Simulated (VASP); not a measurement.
# SnTe (Pm-3m) in VASP: notebook

The runs below take SnTe through single point, with LDA.

Program: VASP 6.6.1. These are calculated values, not measurements. Logs are shortened: lines on timing, memory, paths and dates and some standing lists are left out, and cuts for length are marked.

### Step 1. The crystal as given

It takes space group Pm-3m (No. 221, cubic). Conventional cell: a = 3.905 Å, b = 3.905 Å, c = 3.905 Å, α = 90.00°, β = 90.00°, γ = 90.00°. Te (site symmetry m-3m) has 8 Sn at 3.38 Å as nearest neighbours. Sn (site symmetry m-3m) is surrounded by 8 Te at 3.38 Å.

Measurements of this composition are mostly on another form, of space group No. 225.

### Step 2. Single point, LDA

INCAR

```
SYSTEM = SnTe
ADDGRID = .False.
ALGO = Normal
EDIFF = 1E-6
ENCUT = 250
GGA = CA
ISIF = 2
ISMEAR = 0
LASPH = .True.
LCHARG = .False.
LREAL = .False.
LWAVE = .False.
NELM = 100
PREC = Accurate
SIGMA = 0.05
```

KPOINTS

```
k-points
0
Gamma
  7 7 7
  0 0 0
```

POSCAR

```
SnTe
1.0
    3.9047000000      0.0000000000      0.0000000000
    0.0000000000      3.9047000000      0.0000000000
    0.0000000000      0.0000000000      3.9047000000
Te Sn
1 1
Direct
    0.5000000000      0.5000000000      0.5000000000
    0.0000000000      0.0000000000      0.0000000000
```

Potentials or basis: VASP PAW LDA potentials, release 64 (Te, Sn_d).

Command:

```sh
cat potpaw_LDA.64/Te/POTCAR potpaw_LDA.64/Sn_d/POTCAR > POTCAR
mpirun -np 1 vasp_std > vasp.out
```

OUTCAR:

```text
SYSTEM = SnTe
   EDIFF = 1E-6
   ENCUT = 250
   GGA = CA
   ISIF = 2
   ISMEAR = 0
   LASPH = .True.
   LREAL = .False.
   NELM = 100
   PREC = Accurate

 Found     20 irreducible k-points:

 Following reciprocal coordinates:
            Coordinates               Weight
  0.000000  0.000000  0.000000      1.000000
  0.142857  0.000000  0.000000      6.000000
  0.285714  0.000000  0.000000      6.000000
  0.428571  0.000000  0.000000      6.000000
  0.142857  0.142857  0.000000     12.000000
  0.285714  0.142857  0.000000     24.000000
   k-points           NKPTS =     20   k-points in BZ     NKDIM =     20   number of bands    NBANDS=     14
   number of dos      NEDOS =    301   number of ions     NIONS =      2
   total plane-waves  NPLWV =   8000
   dimension x,y,z NGX =    20 NGY =   20 NGZ =   20
   dimension x,y,z NGXF=    40 NGYF=   40 NGZF=   40
   ions per type =               1   1
   NGX,Y,Z   is equivalent  to a cutoff of   8.52,  8.52,  8.52 a.u.
   NGXF,Y,Z  is equivalent  to a cutoff of  17.03, 17.03, 17.03 a.u.
 SYSTEM =  SnTe
   PREC   = accura    normal or accurate (medium, high low for compatibility)
   ISTART =      0    job   : 0-new  1-cont  2-samecut
   ICHARG =      2    charge: 1-file 2-atom 10-const
   ISPIN  =      1    spin polarized calculation?
   LNONCOLLINEAR =      F non collinear calculations
   LSORBIT =      F    spin-orbit coupling
   LASPH  =      T    aspherical Exc in radial PAW
   ENCUT  =  250.0 eV  18.37 Ry    4.29 a.u.   5.03  5.03  5.03*2*pi/ulx,y,z
   NELM   =    100;   NELMIN=  2; NELMDL= -5     # of ELM steps
   EDIFF  = 0.1E-05   stopping-criterion for ELM
   LREAL  =      F    real-space projection
   EDIFFG = 0.1E-04   stopping-criterion for IOM
   NSW    =      0    number of steps for IOM
   IBRION =     -1    ionic relax: 0-MD 1-quasi-New 2-CG
   NFREE  =      0    steps in history (QN), initial steepest desc. (CG)
   ISIF   =      2    stress and relaxation
   ISYM   =      2    0-nonsym 1-usesym 2-fastsym
   POTIM  = 0.5000    time-step for ionic-motion
   TEBEG  =    0.0;   TEEND  =   0.0 temperature during run
   PSTRESS=    0.0 pullay stress
   NELECT =      20.0000    total number of electrons
   NUPDOWN=      -1.0000    fix difference up-down
   EMIN   =  10.00;   EMAX   =-10.00  energy-range for DOS
   EFERMI =   0.00;   METHOD = LEGACY
   ISMEAR =     0;   SIGMA  =   0.05  broadening in eV -4-tet -1-fermi 0-gaus
   EFERMI_NEDOS =   21; number of points for ismear=-14 and -15
   IALGO  =     38    algorithm
   IMIX   =      4    mixing-type and parameters
     AMIX     =   0.40;   BMIX     =  1.00
     AMIX_MAG =   1.60;   BMIX_MAG =  1.00
  volume/ion in A,a.u.               =      29.77       200.88
  Fermi-wavevector in a.u.,A,eV,Ry     =   1.138057  2.150615 17.621893  1.295173
  Thomas-Fermi vector in A             =   2.274761
   LORBIT       =      0    0 simple, 1 ext, 2 COOP (PROOUT), +10 PAW based schemes
   GGA     = CA    functional components
   LHFCALC =     F    Hartree Fock is set to
   AEXX    =    0.0000 exact exchange contribution
   IVDW    =     0    specifies the selected vdW correction
   LEPSILON=     F    determine dielectric tensor
   LRPA    =     F    only Hartree local field effects (RPA)
 non-spin polarized calculation
 Gauss-broadening in eV      SIGMA  =   0.05
  energy-cutoff  :      250.00
  volume of cell :       59.53
 maximum number of plane-waves:       541
   NGX = 11   NGY = 11   NGZ = 11

 number of electron      20.0000049 magnetization

 Free energy of the ion-electron system (eV)
  ---------------------------------------------------
  ext. energy  EPLUGINS =         0.00000000
  ---------------------------------------------------
  free energy    TOTEN  =        -8.32958963 eV

  energy without entropy =       -8.32543774  energy(sigma->0) =       -8.32751368

 E-fermi :   6.7606     XC(G=0): -10.0935

 val. band max:        6.7281751975   @ k =   0.4286   0.2857   0.2857
 cond. band min:       6.7756474709   @ k =   0.4286   0.2857   0.0000
 fundamental gap:      0.0474722734
 Fermi energy:         6.7605928525

 k-point     1 :       0.0000    0.0000    0.0000
  band No.  band energies     occupation
      1     -14.5850      2.00000
      2     -14.5850      2.00000
      3     -14.5486      2.00000
      4     -14.5486      2.00000
      5     -14.5486      2.00000
      6      -5.5297      2.00000
      7       1.4146      2.00000
      8       5.0902      2.00000
      9       5.0902      2.00000
     10       5.0902      2.00000
     11      10.4652      0.00000
     12      10.4652      0.00000
     13      12.0836      0.00000
     14      12.0836      0.00000

 k-point     2 :       0.1429    0.0000    0.0000
  band No.  band energies     occupation
      1     -14.5847      2.00000
      2     -14.5786      2.00000
      3     -14.5507      2.00000
      4     -14.5507      2.00000
      5     -14.5484      2.00000
      6      -5.3739      2.00000
      7       0.9170      2.00000
      8       5.0727      2.00000
      9       5.2741      2.00000
     10       5.2741      2.00000
     11      10.6382      0.00000
     12      10.8248      0.00000
     13      11.5317      0.00000
     14      11.5317      0.00000

 k-point     3 :       0.2857    0.0000    0.0000
  band No.  band energies     occupation
      1     -14.5842      2.00000
      2     -14.5643      2.00000
      3     -14.5554      2.00000
      4     -14.5554      2.00000
      5     -14.5480      2.00000
      6      -4.9476      2.00000
      7      -0.2101      2.00000
      8       5.4125      2.00000
      9       5.7877      2.00000
     10       5.7877      2.00000
     11       9.2177      0.00000
     12      10.2992      0.00000
     13      10.2992      0.00000
     14      11.1532      0.00000

 k-point     4 :       0.4286    0.0000    0.0000
  band No.  band energies     occupation
      1     -14.5838      2.00000
      2     -14.5590      2.00000
      3     -14.5590      2.00000
      4     -14.5528      2.00000
      5     -14.5479      2.00000
      6      -4.4618      2.00000
      7      -1.1861      2.00000
      8       6.2620      2.00000
      9       6.4183      2.00000
     10       6.4183      2.00000
     11       7.5779      0.00000
     12       9.1805      0.00000
     13       9.1805      0.00000
     14      11.9585      0.00000

 k-point     5 :       0.1429    0.1429    0.0000
  band No.  band energies     occupation
      1     -14.5814      2.00000
      2     -14.5753      2.00000
      3     -14.5530      2.00000
      4     -14.5507      2.00000
      5     -14.5503      2.00000
      6      -5.2206      2.00000
      7       0.6671      2.00000
      8       4.2072      2.00000
      9       5.4505      2.00000
     10       6.0988      2.00000
     11       9.7079      0.00000
     12      11.1955      0.00000
     13      11.3914      0.00000
     14      11.4208      0.00000

 k-point     6 :       0.2857    0.1429    0.0000
  band No.  band energies     occupation
      1     -14.5798      2.00000
      2     -14.5620      2.00000
      3     -14.5580      2.00000
      4     -14.5551      2.00000
      5     -14.5501      2.00000
      6      -4.8039      2.00000
      7      -0.1497      2.00000
      8       4.0107      2.00000
      9       5.9386      2.00000
     10       6.6998      1.91435
     11       8.1340      0.00000
     12      10.2699      0.00000
     13      10.8496      0.00000
     14      12.0874      0.00000

 [... further k-points ...]

------------------------ aborting loop because EDIFF is reached ----------------------------------------

  FORCE on cell =-STRESS in cart. coord.  units (eV):
  Direction    XX          YY          ZZ          XY          YZ          ZX
  --------------------------------------------------------------------------------------
  -------------------------------------------------------------------------------------
  Total       -1.8429021     -1.8429021     -1.8429021     -0.0000000      0.0000000     -0.0000000
  in kB      -49.5963620    -49.5963620    -49.5963620     -0.0000000      0.0000000     -0.0000000
  external PRESSURE =     -49.5963620 kB  Pullay stress =       0.0000000 kB

 VOLUME and BASIS-vectors are now :
 -----------------------------------------------------------------------------
  energy-cutoff  :      250.00
  volume of cell :       59.53
      direct lattice vectors                 reciprocal lattice vectors
     3.904700000  0.000000000  0.000000000     0.256101621  0.000000000  0.000000000
     0.000000000  3.904700000  0.000000000     0.000000000  0.256101621  0.000000000
     0.000000000  0.000000000  3.904700000     0.000000000  0.000000000  0.256101621

 POSITION                                       TOTAL-FORCE (eV/Angst)
 -----------------------------------------------------------------------------------
      1.95235      1.95235      1.95235         0.000000      0.000000      0.000000
      0.00000      0.00000      0.00000         0.000000      0.000000      0.000000
 -----------------------------------------------------------------------------------
    total drift:                               -0.000000      0.000000     -0.000000

  FREE ENERGIE OF THE ION-ELECTRON SYSTEM (eV)
  ---------------------------------------------------
  free  energy   TOTEN  =        -8.3295896250 eV

  energy  without entropy=       -8.3254377350  energy(sigma->0) =       -8.32751368
```

Run time: 3.4 s. Hardware: 1 thread of AMD EPYC 9R14 (Zen 4), shared host; peak memory 0.09 GiB.

These settings aren't checked as converged: the numbers below hold their error.

Results:

```
Free energy            : -8.3296 eV
Band gap on the k mesh : none (metal or under the smearing width)
```

Caveat: the cutoff is under 1.25 times the usual one of these potentials, so pressure, stress and relaxed cells hold a basis-set (Pulay) error.

[end of part 1 of 2]
